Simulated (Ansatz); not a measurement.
Crystal: Zn.

```
Zn
1.0
    -1.56904    1.56904    1.56904
     1.56904   -1.56904    1.56904
     1.56904    1.56904   -1.56904
Zn
1
Direct
  0.00000 0.00000 0.00000
```

This isn't the form of Zn at room conditions, which is hcp.

```yaml
Program: Ansatz 0.2.0
Task: relaxation of cell and atoms
Functional: RPBE
Dispersion: D3(BJ)
Potentials_or_basis: Ansatz PAW
Cutoff: "420 eV (not typed: the program's choice for these potentials)"
k_mesh: 12 × 12 × 12
Occupations: fermi-dirac, width 0.05 eV
Spin: no spin polarisation
```

At the start: volume 15.45 Å³/atom.

**Question.** How do energy, volume and symmetry change on relaxing?

**Answer.** It ends after 6 steps and the volume is 12.03 Å³/atom (-22.2 %); space group Im-3m (No. 229, to 0.05 Å).

Step by step:
```
step  energy change (eV)  largest force (eV/Å)  volume (Å³)
   1              0.0000                0.0000        15.45
   2             -0.2398                0.0000        13.30
   3             -0.2748                0.0000        11.36
   4             -0.2949                0.0000        12.06
   5             -0.2950                0.0000        12.03
   6             -0.2916                0.0000        12.03
```

Final structure:
```yaml
crystal:
  lattice:
    - [-1.44334, 1.44334, 1.44334]
    - [1.44334, -1.44334, 1.44334]
    - [1.44334, 1.44334, -1.44334]
  atoms:
    - { symbol: Zn, position: [0.00000, 0.00000, 0.00000] }
```

Caveat: the volume moved by over 15 % at a fixed basis, so the end points are rough; the plane-wave basis is chosen anew once the cell has moved, so the energies of steps on either side of that aren't comparable; pairwise dispersion overbinds metals, which lowers pressure and volume; the PAW data sets come from PBE, with cores solved anew for the run's functional, which leaves a small shift of forces and pressure.
